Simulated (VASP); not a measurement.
Write the native input for VASP 6.6.1 that does the following.

| Quantity | Value |
| --- | --- |
| Task | single point |
| Functional | PBEsol |
| Potentials or basis | VASP PAW PBE potentials, release 64 (Na_pv, Cl) |
| Cutoff | 520 eV |
| k mesh | 8 × 8 × 8 |
| Occupations | gaussian, width 0.02 eV |
| Spin | no spin polarisation |
| Further INCAR settings | ALGO = Normal; EDIFF = 1e-07 |

The structure of NaCl lies in POSCAR:

```
NaCl
1.0
    0.0000000000      2.8434500000      2.8434500000
    2.8434500000      0.0000000000      2.8434500000
    2.8434500000      2.8434500000      0.0000000000
Na Cl
1 1
Direct
    0.0000000000      0.0000000000      0.0000000000
    0.5000000000      0.5000000000      0.5000000000
```

One way to write it, as run:

INCAR

```
PREC = Accurate ; ENCUT = 520
EDIFF = 1E-7 ; ISMEAR = 0
SIGMA = 0.02 ; LREAL = F
LASPH = T ; NELM = 60
ALGO = Normal ; ISIF = 2
LWAVE = F ; LCHARG = T
GGA = PS ; LELF = T
LVHAR = T
```

KPOINTS

```
regular mesh
0
Gamma
  8 8 8
```

Potentials or basis: VASP PAW PBE potentials, release 64 (Na_pv, Cl).

Command:

```bash
$ cat potpaw_PBE.64/Na_pv/POTCAR potpaw_PBE.64/Cl/POTCAR > POTCAR
$ mpirun -np 1 vasp_std > vasp.out
```

Results of the run:

```json
{
 "Pressure": "-1.0 GPa",
 "Band gap on the k mesh": "4.84 eV, direct"
}
```

Caveat: the PAW data sets were made with another functional, which shifts forces and pressure a little.

It took 10 s on 1 thread of Intel(R) Xeon(R) Platinum 8559C (Emerald Rapids), with other jobs on the host, peak memory 0.16 GiB.
